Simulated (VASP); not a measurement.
Runs of VASP 6.6.1 on SiC. Symmetry: Cmc2_1, No. 36, orthorhombic system. The conventional cell has a = 3.102 Å, b = 5.314 Å, c = 5.026 Å, α = 90.00°, β = 90.00°, γ = 90.00°. Around Si (site symmetry m) lie 4 C at 1.87 to 1.90 Å. C (site symmetry m) is surrounded by 4 Si at 1.87 to 1.90 Å. The cell was built by a generator and isn't the measured one.

```tsv
task	level	potentials or basis	spin	cell	cutoff (eV)	gap on the mesh (eV)	pressure (GPa)	largest force (eV/Å)
relaxation of cell and atoms	LDA	VASP PAW LDA potentials, release 64 (Si, C)	off	relaxed	600	2.17	-2.9	0.02
band structure	LDA	VASP PAW LDA potentials, release 64 (Si, C)	off	Cmc2_1, 10.29 Å³/atom	520	2.17	-	-
electrostatic potential	LDA	VASP PAW LDA potentials, release 64 (Si, C)	off	Cmc2_1, 10.29 Å³/atom	520	2.17	-2.7	0.02
relaxation of cell and atoms	PBE	VASP PAW PBE potentials, release 64 (Si, C)	off	relaxed	600	2.42	3.1	-
electrostatic potential	PBE	VASP PAW PBE potentials, release 64 (Si, C)	off	Cmc2_1, 10.35 Å³/atom	520	2.42	(a)	-
band structure	PBE	VASP PAW PBE potentials, release 64 (Si, C)	off	Cmc2_1, 10.35 Å³/atom	520	2.42	-	-
```

Alike in all rows: k mesh 8 × 5 × 5; smearing gaussian 0.02 eV.

Fill in the values left out.

(a) 3.2.

Caveats: an odd mesh through Γ misses points on the zone boundary, where band edges often lie (some runs).
